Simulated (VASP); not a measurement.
Crystal: Te2Pt.

```
Te Pt
1.0
     4.01000    0.00000    0.00000
    -2.00500    3.47276    0.00000
     0.00000    0.00000    5.20100
Te Pt
2 1
Cartesian
  0.0000 2.3152 1.3002
  2.0050 1.1576 3.9007
  0.0000 0.0000 0.0000
```

| Item | Value |
| --- | --- |
| Program | VASP 6.6.1 |
| Task | relaxation of cell and atoms |
| Functional | PBE |
| Dispersion | D3(BJ) |
| Potentials or basis | VASP PAW PBE potentials, release 64 (Te, Pt) |
| Cutoff | 600 eV |
| k mesh | 9 × 9 × 6 |
| Occupations | gaussian, width 0.02 eV |
| Spin | no spin polarisation |

At the start: pressure 4.6 GPa; volume 24.14 Å³/atom.

How do energy, volume and symmetry change on relaxing?

Over 18 steps the energy falls by 32.4 meV/atom and the volume is 24.12 Å³/atom (-0.1 %); space group P-3m1 (No. 164, to 0.05 Å).

Step by step:
```
step  energy change (eV)  largest force (eV/Å)  pressure (GPa)  volume (Å³)
   1              0.0000                1.0502            4.56        72.43
   2              0.0663                0.4509           -7.05        79.87
   3             -0.0603                0.3571           -0.93        75.30
   4             -0.0604                0.3698           -0.83        75.24
   5             -0.0764                0.2805           -0.61        74.44
   6             -0.0921                0.0756           -0.06        73.03
   7             -0.0931                0.0083            0.20        72.52
   8             -0.0957                0.1009           -0.44        72.61
   9             -0.0957                0.0990           -0.44        72.60
  10             -0.0959                0.0202            0.64        71.77
  11             -0.0968                0.0366            0.13        72.17
  12             -0.0970                0.0240           -0.05        72.31
  13             -0.0970                0.0246           -0.05        72.30
  14             -0.0970                0.0062            0.10        72.26
  15             -0.0970                0.0021            0.06        72.27
  16             -0.0971                0.0041            0.00        72.35
  17             -0.0971                0.0046           -0.01        72.36
  18             -0.0971                0.0031            0.00        72.35
```

Final structure:
```
Te Pt
1.0
     4.05112    0.00000    0.00000
    -2.02556    3.50837    0.00000
     0.00000    0.00000    5.09074
Te Pt
2 1
Direct
  0.33333 0.66667 0.26641
  0.66667 0.33333 0.73359
  0.00000 0.00000 0.00000
```

Caveat: pairwise dispersion overbinds metals, which lowers pressure and volume.
